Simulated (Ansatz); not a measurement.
Runs of Ansatz 0.2.0 on MnO2. It takes space group R-3m (No. 166, trigonal). Conventional cell: a = 2.857 Å, b = 2.857 Å, c = 13.752 Å, α = 90.00°, β = 90.00°, γ = 120.00°. Mn (site symmetry -3m) has 6 O at 1.90 Å as nearest neighbours. O (site symmetry 3m) is surrounded by 3 Mn at 1.90 Å. Measurements of this composition are mostly on another form, of space group No. 136.

| task | level | U | cell | k mesh | cutoff (eV) | hubbard projectors | double counting | points for each segment of the path | gap on the mesh (eV) | pressure (GPa) | moment (μB) | V0 of scaled cells (Å³/atom) | relaxed volume (Å³/atom) | B0 (GPa) | largest force (eV/Å) |
| --- | --- | --- | --- | --- | --- | --- | --- | --- | --- | --- | --- | --- | --- | --- | --- |
| equation of state | r2SCAN | - | as given | 11 × 11 × 11 | 500 | - | - | - | - | - | - | 10.77 | - | 208 | - |
| relaxation of cell and atoms | PBEsol | - | relaxed | 11 × 11 × 11 | 420 | - | - | - | 0.77 | 0.0 | 3.00 | - | 11.51 | - | - |
| relaxation of cell and atoms | PBEsol+D4 | - | relaxed | 11 × 11 × 11 | 420 | - | - | - | 0.70 | 0.0 | 3.00 | - | 10.44 | - | - |
| relaxation of cell and atoms | PBEsol+U | Mn d U = 3 eV | relaxed | 11 × 11 × 11 | 420 | ortho-atomic (the default) | fll (the default) | - | 1.97 | 0.0 | 3.00 | - | 11.58 | - | - |
| band structure | PBE0 | - | as given | 8 × 8 × 8 | 420 | - | - | 4 | 4.26 | - | 3.00 | - | - | - | 0.45 |
| band structure | r2SCAN | - | as given | 11 × 11 × 11 | 500 | - | - | 14 | 1.95 | -0.6 | 3.00 | - | - | - | 0.08 |
| relaxation of cell and atoms | PBEsol+U | Mn d U = 2 eV | relaxed | 11 × 11 × 11 | 420 | ortho-atomic (the default) | fll (the default) | - | 1.92 | 0.0 | 3.00 | - | 11.55 | - | - |
| band structure | LDA | - | as given | 11 × 11 × 11 | 420 | - | - | 14 | 0.48 | -8.7 | 3.00 | - | - | - | 0.55 |
| equation of state | PBEsol | - | as given | 11 × 11 × 11 | 420 | - | - | - | - | - | - | 10.69 | - | 206 | - |
| relaxation of cell and atoms | PBEsol+D3(BJ)+ATM | - | relaxed | 11 × 11 × 11 | 420 | - | - | - | 0.70 | 0.0 | 3.00 | - | 10.45 | - | - |
| relaxation of cell and atoms | PBEsol+U | Mn d U = 5 eV | relaxed | 11 × 11 × 11 | 420 | ortho-atomic (the default) | fll (the default) | - | (b) | 0.0 | 3.00 | - | 11.62 | - | - |
| band structure | PBEsol | - | as given | 11 × 11 × 11 | 420 | - | - | 14 | 0.77 | -2.0 | 3.00 | - | - | - | (a) |

Alike in all rows: potentials or basis Ansatz PAW; spin collinear, ferromagnetic start; smearing fermi-dirac 0.05 eV.

Task: Fill in the values left out.

Result: (a) 0.16; (b) 1.52.

Caveats: the PAW data sets come from PBE, with cores solved anew for the run's functional, which leaves a small shift of forces and pressure; a cell with one magnetic atom can't hold antiferromagnetic order, which such compounds often take (some runs); the magnetic or orbital state may not be the lowest (some runs); odd divisions of the mesh miss points on the zone boundary, where band edges often lie, so the gap on the mesh can be too wide (some runs); the plane-wave basis is chosen anew once the cell has moved, so the energies of steps on either side of that aren't comparable (some runs); the cell was scaled at fixed shape and fractional positions, which overstates the stiffness of a crystal with free parameters, most of all of layers and chains (some runs).

A k mesh can miss the band edges.

Not every run made on this cell is shown here.
